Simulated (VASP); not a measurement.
Input of a VASP 6.6.1 run:

The input INCAR:

```
SYSTEM = SiC
PREC = Accurate ; ENCUT = 600
EDIFF = 1E-7 ; ISMEAR = 0
SIGMA = 0.03 ; LREAL = .FALSE.
LASPH = .TRUE. ; NELM = 80
ALGO = Fast ; ISIF = 2
LWAVE = .FALSE. ; LCHARG = .FALSE.
GGA = PE ; IVDW = 12
IBRION = 2 ; NSW = 40
EDIFFG = -0.01
```

The input KPOINTS:

```
Automatic mesh
0
G
  12 12 12
  0 0 0
```

The input POSCAR:

```
SiC                                     
1.0
    0.0000000000      2.0237418412      2.0237418412
    2.0237418412      0.0000000000      2.0237418412
    2.0237418412      2.0237418412      0.0000000000
  Si              C             
     1     1
Direct
     0.0000000000000000    0.0000000000000000    0.0000000000000000
     0.5000000000000000    0.5000000000000000    0.5000000000000000
```

Potentials or basis: VASP PAW PBE potentials, release 64 (Si, C).

Run with:

```sh
$ cat potpaw_PBE.64/Si/POTCAR potpaw_PBE.64/C/POTCAR > POTCAR
$ mpirun -np 1 vasp_std > vasp.out
```

What does it give for the dispersion energy per atom?

-0.374 eV.

Estimate the band gap on the k mesh.

none (metal or under the smearing width).

Final structure:
```
CELL_PARAMETERS angstrom
0.00000 2.02374 2.02374
2.02374 0.00000 2.02374
2.02374 2.02374 0.00000
ATOMIC_POSITIONS crystal
Si 0.00000 0.00000 0.00000
C 0.50000 0.50000 0.50000
```

Caveat: the relaxation stopped at its first step, so nothing moved.
